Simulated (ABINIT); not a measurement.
**Au in ABINIT: convergence with k mesh**

Input of the first run (k mesh 2 × 2 × 2); the others differ in this setting and in those tied to it:

Contents of run.abi:

```
# Pseudopotentials
pp_dirpath "./"
pseudos "Au.GGA_PBE-JTH.xml"

# Structure
acell 3*1.0
rprim
    -3.1317845248     3.1317845248     3.1317845248
     3.1317845248    -3.1317845248     3.1317845248
     3.1317845248     3.1317845248    -3.1317845248
ntypat 1
znucl 79
natom 1
typat 1
xred
     0.0000000000     0.0000000000     0.0000000000

# Plane-wave basis
ecut 20.0
pawecutdg 40.0
pawxcdev 0

# k points
kptopt 1
ngkpt 2 2 2
nshiftk 1
shiftk 0.0 0.0 0.0

# Exchange and correlation
ixc 11

# Bands and occupations
nband 10
occopt 3
tsmear 0.1 eV

# SCF cycle
nstep 100
tolvrs 1.0e-9

# Output
iomode 3
prtwf 0
prtden 0
prteig 0
prtebands 0
prtvol 2
```

Potentials or basis: JTH PAW PBE v2.0.

Run with:

```sh
$ abinit run.abi > log 2>&1
```

This isn't the form of Au at room conditions, which is fcc.

Hardware: 1 thread of Arm Neoverse V1, on a shared host.

The values tried are 2 × 2 × 2, 3 × 3 × 3, 5 × 5 × 5, 7 × 7 × 7, 8 × 8 × 8, 10 × 10 × 10, 12 × 12 × 12, 14 × 14 × 14, 16 × 16 × 16, loosest first. From which on does the pressure stay within 0.1 GPa of the tightest run that finished?

From 8 × 8 × 8 on.

| k mesh | energy less the tightest run, at zero smearing (meV/atom) | pressure (GPa) | SCF cycles | CPU time (s) | peak memory (GiB) |
| --- | --- | --- | --- | --- | --- |
| 2 × 2 × 2 | 3133.16 | 38.05 | 21 | 3.6 | 0.08 |
| 3 × 3 × 3 | -304.18 | -4.14 | 20 | 3.9 | 0.08 |
| 5 × 5 × 5 | -4.50 | -0.96 | 17 | 4.8 | 0.07 |
| 7 × 7 × 7 | -4.96 | -0.68 | 32 | 12 | 0.08 |
| 8 × 8 × 8 | 36.40 | -1.38 | 17 | 8.7 | 0.08 |
| 10 × 10 × 10 | 15.33 | -1.37 | 32 | 22 | 0.09 |
| 12 × 12 × 12 | 7.14 | -1.38 | 30 | 29 | 0.09 |
| 14 × 14 × 14 | 2.92 | -1.39 | 33 | 44 | 0.1 |
| 16 × 16 × 16 | 0.00 | -1.37 | 39 | 72 | 0.11 |

Not settled before the last step: the energy (to 1 meV/atom). Meshes of other sizes hit other points, so gaps and Fermi surfaces needn't settle smoothly. The tightest run that finished is the yardstick and may itself not be fully converged.

The run has no spin-orbit coupling, so splittings on Au are missing.
